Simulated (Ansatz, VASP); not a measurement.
## InAs: VASP beside Ansatz

File INCAR:

```
SYSTEM = InAs
PREC     = Accurate       ! precision mode
ENCUT    = 520            ! plane-wave cutoff, eV
EDIFF    = 1E-6           ! SCF threshold, eV
ISMEAR   = -1             ! smearing method
SIGMA    = 0.08           ! smearing width, eV
LREAL    = .False.        ! projectors in reciprocal space
LASPH    = .True.         ! aspherical terms in the spheres
NELM     = 100            ! most SCF steps
ALGO     = Normal         ! electronic algorithm
ISIF     = 2              ! what is computed and relaxed
LWAVE    = .False.        ! write WAVECAR
LCHARG   = .True.         ! write CHGCAR
GGA      = PE             ! functional
LELF     = .True.         ! ELF
LVHAR    = .True.       
NBANDS   = 16             ! bands
```

File KPOINTS:

```
Automatic mesh
0
Gamma
  11 11 11
  0 0 0
```

Contents of POSCAR:

```
InAs
1.0
    0.0000000000      2.9643546432      2.9643546432
    2.9643546432      0.0000000000      2.9643546432
    2.9643546432      2.9643546432      0.0000000000
In As
1 1
Direct
    0.0000000000      0.0000000000      0.0000000000
    0.2500000000      0.2500000000      0.2500000000
```

Input for Ansatz:

```yaml
crystal:
  lattice:
    - [0.0, 2.9643546432, 2.9643546432]
    - [2.9643546432, 0.0, 2.9643546432]
    - [2.9643546432, 2.9643546432, 0.0]
  atoms:
    - { symbol: In, position: [0.0, 0.0, 0.0] }
    - { symbol: As, position: [0.25, 0.25, 0.25] }
kpoints:
  mp_grid: { grid: [11, 11, 11] }
scf:
  occupations: { method: fermi_dirac, width: 0.08 }
hamiltonian:
  xc: pbe
  pseudopotentials: { kind: all_electron, lapw: { basis_error: 0.001 } }
output:
  forces: true
  stress: true
  eigenvalues: true
  populations: true
```

Change from the starting cell: volume scaled by 0.88, LAPW.

Alike in both runs: task single point; functional PBE; k mesh 11 × 11 × 11; occupations fermi-dirac, width 0.08 eV; no spin polarisation.

|  | VASP | Ansatz |
| --- | --- | --- |
| version | VASP 6.6.1 | Ansatz 0.2.0 |
| potentials or method | VASP PAW PBE potentials, release 64 (In_d, As) | all-electron LAPW, scalar-relativistic |
| plane-wave cutoff (eV) | 520 | see its input |

|  | VASP | Ansatz | Ansatz less VASP |
| --- | --- | --- | --- |
| pressure (GPa) | 8.5 | 8.4 | -0.07 |

Ansatz ran all-electron here, so the differences hold the error of VASP's frozen core and of both bases.
